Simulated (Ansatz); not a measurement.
Geometry optimisation, DFT PBEsol, scalar-relativistic, plane waves, PAW in Ansatz 0.2.0.

Input:

```yaml
crystal:
  lattice:
    - [7.398, 0.0, 0.0]
    - [-3.699, 6.406856, 0.0]
    - [0.0, 0.0, 12.0]
  atoms:
    - { symbol: C, position: [0.0, 0.0, 0.0833333] }
    - { symbol: C, position: [0.2222222, 0.1111111, 0.0833333] }
    - { symbol: C, position: [0.0, 0.3333333, 0.0833333] }
    - { symbol: C, position: [0.2222222, 0.4444444, 0.0833333] }
    - { symbol: C, position: [0.0, 0.6666667, 0.0833333] }
    - { symbol: C, position: [0.2222222, 0.7777778, 0.0833333] }
    - { symbol: C, position: [0.3333333, 0.0, 0.0833333] }
    - { symbol: C, position: [0.5555556, 0.1111111, 0.0833333] }
    - { symbol: C, position: [0.3333333, 0.3333333, 0.0833333] }
    - { symbol: C, position: [0.5555556, 0.4444444, 0.0833333] }
    - { symbol: C, position: [0.3333333, 0.6666667, 0.0833333] }
    - { symbol: C, position: [0.5555556, 0.7777778, 0.0833333] }
    - { symbol: C, position: [0.6666667, 0.0, 0.0833333] }
    - { symbol: C, position: [0.8888889, 0.1111111, 0.0833333] }
    - { symbol: C, position: [0.6666667, 0.3333333, 0.0833333] }
    - { symbol: C, position: [0.8888889, 0.4444444, 0.0833333] }
    - { symbol: C, position: [0.6666667, 0.6666667, 0.0833333] }
    - { symbol: C, position: [0.8888889, 0.7777778, 0.0833333] }
    - { symbol: "N", position: [0.9391873, 0.9814219, 0.205], spin: 1.0 }
magnetization:
  spin_polarized: true
basis:
  ecutwfc: 420.0
kpoints:
  mp_grid: { grid: [2, 2, 1] }
hamiltonian:
  xc: pbesol
scf:
  occupations: { method: fermi_dirac, width: 0.02 }
  lower_state_search: "off"
relax:
  f_tol: 0.03
  max_steps: 60
  adjacent_minimum: "off"
```

Run as:

```bash
$ ansatz run input.yaml --threads 2 --pin off --max-ram 5120MiB --backend cpu --events-out ev --progress --plain --runs-dir out
```

Q: Where does it end, and by what steps?

A: The run converged. Limits of this set-up: coarse k mesh, slab without dipole correction. After 7 steps the energy has fallen by 1.447 eV; N19 moved furthest, 0.51 Å.

| step | energy less start (eV) | largest force component (eV/Å) | accepted |
| --- | --- | --- | --- |
| 0 | 0.0000 | 1.918 | yes |
| 1 | -0.2903 | 0.917 | yes |
| 2 | -0.5905 | 1.200 | yes |
| 3 | -0.9604 | 1.972 | yes |
| 4 | -1.1510 | 1.870 | yes |
| 5 | -1.4284 | 0.417 | yes |
| 6 | -1.4467 | 0.070 | yes |
| 7 | -1.4475 | 0.020 | yes |

```xyz
19
Lattice="7.3980 0.0000 0.0000 -3.6990 6.4069 0.0000 0.0000 0.0000 12.0000" Properties=species:S:1:pos:R:3
C 0.059 -0.051 1.311
C 1.274 0.699 1.006
C -1.225 2.142 1.008
C 0.006 2.824 0.980
C -2.456 4.245 0.907
C -1.217 4.956 0.921
C 2.478 -0.022 0.907
C 3.711 0.684 0.908
C 1.250 2.106 0.980
C 2.487 2.818 0.937
C 0.004 4.251 0.937
C 1.241 4.963 0.980
C 4.915 -0.037 1.007
C 6.132 0.713 1.314
C 3.707 2.113 0.923
C 4.947 2.824 0.909
C 2.484 4.245 0.980
C 3.715 4.927 1.005
N 3.097 6.737 2.542
```

The run took 80 s on 2 threads of Intel(R) Xeon(R) Platinum 8259CL CPU @ 2.50GHz (Skylake/Cascade Lake) (shared host), peak memory 0.98 GiB.
